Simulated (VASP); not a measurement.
KI:

```
I K
1.0
     0.00000    3.53277    3.53277
     3.53277    0.00000    3.53277
     3.53277    3.53277    0.00000
I K
1 1
Direct
  0.50000 0.50000 0.50000
  0.00000 0.00000 0.00000
```

Base run:

```yaml
Program: VASP 6.6.1
Functional: LDA
Potentials_or_basis: VASP PAW LDA potentials, release 64 (I, K_sv)
Cutoff: 520 eV
k_mesh: 8 × 8 × 8
Occupations: gaussian, width 0.02 eV
Spin: no spin polarisation
```

Its results: band gap on the k mesh 3.62 eV, direct.

**Question.** The run is repeated on the same cell with these changes: functional from LDA to PBEsol; potentials or basis from VASP PAW LDA potentials, release 64 (I, K_sv) to VASP PAW PBE potentials, release 64 (I, K_sv). What comes out?

**Answer.** Band gap on the k mesh 3.81 eV, direct.

Caveats: spin-orbit coupling is left out, which moves the levels of the heavy elements.
